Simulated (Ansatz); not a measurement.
The system is KCl.

```xyz
2
Lattice="3.8392 0.0000 0.0000 0.0000 3.8392 0.0000 0.0000 0.0000 3.8392" Properties=species:S:1:pos:R:3 pbc="T T T"
K     0.0000    0.0000    0.0000
Cl    1.9196    1.9196    1.9196
```

Measurements of this composition are mostly on another form, of space group No. 225.

| Quantity | Value |
| --- | --- |
| Program | Ansatz 0.2.0 |
| Task | single point |
| Functional | PBE |
| Potentials or basis | Ansatz PAW |
| Cutoff | 420 eV (not typed: the program's choice for these potentials) |
| k mesh | 7 × 7 × 7 |
| Occupations | fermi-dirac, width 0.05 eV |
| Spin | no spin polarisation |

On this cell: pressure -0.1 GPa; largest force zero by symmetry; band gap on the k mesh 4.82 eV, indirect (least direct gap 5.00 eV).

The same run follows on a disturbed copy (atoms moved at random, drawn with an rms of 0.05 Å):

```
K Cl
1.0
     3.83920    0.00000    0.00000
     0.00000    3.83920    0.00000
     0.00000    0.00000    3.83920
K Cl
1 1
Direct
  0.98999 0.00563 0.00820
  0.49173 0.49777 0.50063
```

Q: What does the disturbed cell give?

A: The energy moves by +0.3 meV/atom; pressure 0.0 GPa; largest force 0.027 eV/Å; band gap on the k mesh 4.82 eV, indirect (least direct gap 5.00 eV).

Forces in eV/Å, atoms in the order of the input:
```
K    0.004 -0.019 -0.018
Cl  -0.004  0.019  0.018
```

Caveats: odd divisions of the mesh miss points on the zone boundary, where band edges often lie, so the gap on the mesh can be too wide.

A k mesh can miss the band edges.
